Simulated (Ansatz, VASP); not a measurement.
Mg: VASP beside Ansatz

```
CELL_PARAMETERS angstrom
3.20930 0.00000 0.00000
-1.60465 2.77934 0.00000
0.00000 0.00000 5.21030
ATOMIC_POSITIONS crystal
Mg 0.33333 0.66667 0.25000
Mg 0.66667 0.33333 0.75000
```

Alike in both runs: task single point; functional r2SCAN; k mesh 6 × 6 × 4; occupations gaussian, width 0.1 eV; no spin polarisation.

```csv
,VASP,Ansatz
version,VASP 6.6.1,Ansatz 0.2.0
potentials or method,"VASP PAW PBE potentials, release 64 (Mg)","scalar-relativistic, plane waves, PAW"
plane-wave cutoff (eV),520,500
valence electrons in the cell,4,20
```

Ansatz gave:

| Item | Value |
| --- | --- |
| gap on the k mesh at the Fermi level (eV) | none |
| pressure (GPa) | -0.9 |
| largest component of the traceless stress (GPa) | 0.53 |

Question: Which values does VASP return?

Answer: gap on the k mesh at the Fermi level (eV): none; pressure (GPa): -1.2; largest component of the traceless stress (GPa): 0.51.

A gap of «none» marks a metal or a gap that the smearing closes. The two sets of potentials don't hold the same shells in valence.

Caveats: the k mesh is coarse (spacing up to 0.38 Å⁻¹), so the values aren't converged; the PAW data sets were made with another functional, which shifts forces and pressure a little (VASP).
